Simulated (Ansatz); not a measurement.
**Two states of CoO**

```
Co O
1.0
    -2.07255    4.22572    2.00566
     2.21753   -0.06620    2.28303
     2.14501    2.14593    0.00632
Co O
2 2
Direct
  0.01199 0.97941 0.97955
  0.47337 0.47877 0.00994
  0.29850 0.76112 0.43037
  0.78144 0.30263 0.43029
```

Level: PBE; 420 eV; 4×7×7 (shifted by 0, 0.5, 0.5 steps) mesh; gaussian occupations (width 0.0793 eV); Ansatz 0.2.0, fixed geometry.

State A: Co1 along (0.74, 0.67, 0.06), Co2 along (-0.73, -0.68, -0.07) (spinors with spin-orbit coupling). State B: Co1 along (0.04, 0.58, 0.81), Co2 along (0.98, 0.16, 0.13) (spinors with spin-orbit coupling).

Question: Which state is lower, and how do they differ?

Answer: State B is lower by 0.1 meV an atom at zero smearing; in free energy at this smearing B lies -1.9 meV an atom from A. So small a gap isn't resolved on this mesh where a state is a metal.

```csv
state,free energy (meV/atom),largest moment in a small sphere (μB),net moment (μB/cell),gap on mesh (eV),pressure (GPa),largest force (eV/Å)
A,1.9,2.31,0.06,0.16,-4.5,1.61
B,0.0,2.40,4.37,metal,-6.4,1.08
```

Origin: a strained cell with displaced atoms, so it need not be a known compound. Caveats: semilocal functionals often miss the gap of such magnets; the k mesh is coarse if the cell is a metal; the SCF threshold is loose for a stress; atoms or cell far from equilibrium; the gap is not wide against the smearing.
